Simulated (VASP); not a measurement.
# BP: relaxed cell and band gap, by functional

BP, F-43m (no. 216), 2 atoms in the cell.

| Functional | Volume (Å³/atom) | Change from the starting volume (fraction) | Gap, path and mesh (eV) | Time (s) |
|---|---|---|---|---|
| XC = SL PBE_C | 10.98 | -0.060 | 0.72 | 36 |
| XC = LAK_X PBE_C | 11.73 | 0.004 | 1.60 | 142 |
| XC = TPSS_X PBE_C | 11.73 | 0.004 | 1.27 | 131 |
| XC = PBE_X SCAN_C | 11.92 | 0.020 | 0.99 | 162 |
| XC = R2SCAN_X PBE_C | 11.52 | -0.014 | 1.69 | 137 |

## Input of the first row

INCAR.step1:
```
PREC = Accurate ; ENCUT = 600
EDIFF = 1E-7 ; ISMEAR = 0
SIGMA = 0.02 ; LREAL = False
LASPH = True ; GGA_COMPAT = False
ALGO = Normal ; NELM = 150
ISIF = 3 ; LWAVE = False
LCHARG = False ; XC = SL PBE_C
IBRION = 2 ; EDIFFG = -0.005
NSW = 60 ; KPAR = 2
```

INCAR.step2, as INCAR.step1 but for:
```
- NSW = 60
+ NSW = 40
```

INCAR.step3, as INCAR.step2 but for:
```
- ISIF = 3
- IBRION = 2
- EDIFFG = -0.005
- NSW = 40
+ ISIF = 2
+ NBANDS = 11
```

KPOINTS:
```
k-points
0
Gamma
  8 8 8
```

KPOINTS_OPT:
```
path GXWKGLUWLK,UX
8
line-mode
reciprocal
 0.0000000000  0.0000000000  0.0000000000  G
 0.5000000000  0.0000000000  0.5000000000  X

 0.5000000000  0.0000000000  0.5000000000  X
 0.5000000000  0.2500000000  0.7500000000  W

 0.5000000000  0.2500000000  0.7500000000  W
 0.3750000000  0.3750000000  0.7500000000  K

 0.3750000000  0.3750000000  0.7500000000  K
 0.0000000000  0.0000000000  0.0000000000  G

 0.0000000000  0.0000000000  0.0000000000  G
 0.5000000000  0.5000000000  0.5000000000  L

 0.5000000000  0.5000000000  0.5000000000  L
 0.6250000000  0.2500000000  0.6250000000  U

 0.6250000000  0.2500000000  0.6250000000  U
 0.5000000000  0.2500000000  0.7500000000  W

 0.5000000000  0.2500000000  0.7500000000  W
 0.5000000000  0.5000000000  0.5000000000  L

 0.5000000000  0.5000000000  0.5000000000  L
 0.3750000000  0.3750000000  0.7500000000  K

 0.6250000000  0.2500000000  0.6250000000  U
 0.5000000000  0.0000000000  0.5000000000  X
```

POSCAR.step1:
```
BP
1.0
    0.0000000000      2.2690000000      2.2690000000
    2.2690000000      0.0000000000      2.2690000000
    2.2690000000      2.2690000000      0.0000000000
P B
1 1
Direct
    0.7500000000      0.7500000000      0.7500000000
    0.0000000000      0.0000000000      0.0000000000
```

Commands (each step's output is kept before the next begins):
```
cat potpaw_PBE.64/P/POTCAR potpaw_PBE.64/B/POTCAR > POTCAR
cp INCAR.step1 INCAR
cp POSCAR.step1 POSCAR
mpirun -np 2 vasp_std > vasp.out
cp CONTCAR POSCAR
rm WAVECAR CHG
cp INCAR.step2 INCAR
mpirun -np 2 vasp_std > vasp.out
cp CONTCAR POSCAR
rm WAVECAR CHG
cp INCAR.step3 INCAR
mpirun -np 2 vasp_std > vasp.out
```

VASP 6.6.1 took 36 s on 2 cores (Intel Xeon Platinum 8488C (Sapphire Rapids)), a shared host.
